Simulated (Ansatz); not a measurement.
## One structure type, several compounds

Computed with Ansatz 0.2.0, DFT, PBE, all-electron LAPW, scalar-relativistic.

All compounds have space group P6_3/mmc with 2 atoms in the primitive cell. V0, B0 and B0′ come from third-order Birch–Murnaghan fits to pressures at five volumes, with shape and internal coordinates held; prototypes and MP cells needn't be known phases. Spin-polarised runs start from parallel moments; other orders may lie lower.

Spin–orbit coupling is left out, though it moves levels of the heavy atoms by tenths of an eV or more.

Zr: Zr 2c (0.333 0.667 0.250); shape as in a = 3.23 Å, b = 3.23 Å, c = 5.15 Å, α = 90.00°, β = 90.00°, γ = 120.00°; COD 9008523, reported; 13×13×7 mesh, smearing 0.03 eV; no spin
F: F 2c (0.333 0.667 0.250); shape as in a = 2.90 Å, b = 2.90 Å, c = 2.92 Å, α = 90.00°, β = 90.00°, γ = 120.00°; hcp type, relaxed by us; 19×19×10 mesh, smearing 0.08 eV; no spin
V: V 2c (0.333 0.667 0.250); shape as in a = 2.61 Å, b = 2.61 Å, c = 4.69 Å, α = 90.00°, β = 90.00°, γ = 120.00°; hcp type, relaxed by us; 18×18×10 mesh, smearing 0.08 eV; polarised, ending at 0.0 μB
Ge: Ge 2c (0.333 0.667 0.250); shape as in a = 2.98 Å, b = 2.98 Å, c = 5.05 Å, α = 90.00°, β = 90.00°, γ = 120.00°; hcp type, relaxed by us; 15×15×8 mesh, smearing 0.05 eV; no spin
Sc: Sc 2c (0.333 0.667 0.250); shape as in a = 3.32 Å, b = 3.32 Å, c = 5.17 Å, α = 90.00°, β = 90.00°, γ = 120.00°; hcp type, relaxed by us; 15×15×8 mesh, smearing 0.05 eV; no spin
Cs: Cs 2c (0.333 0.667 0.250); shape as in a = 5.50 Å, b = 5.50 Å, c = 8.91 Å, α = 90.00°, β = 90.00°, γ = 120.00°; hcp type, relaxed by us; 12×12×6 mesh, smearing 0.05 eV; no spin

```tsv
compound	V0 (Å³/atom)	B0 (GPa)	B0′	cell moment (μB)
Zr	23.40	94	3.2	–
F	10.66	55	5.5	–
V	?	172	3.9	0.0
Ge	?	?	4.2	–
Sc	24.65	54	3.4	–
Cs	117.54	2	3.5	–
```

What belongs in the row "V", column "V0 (Å³/atom)"?

13.85.

What belongs in the row "Ge", column "B0 (GPa)"?

65.

What belongs in the row "Ge", column "V0 (Å³/atom)"?

19.39.
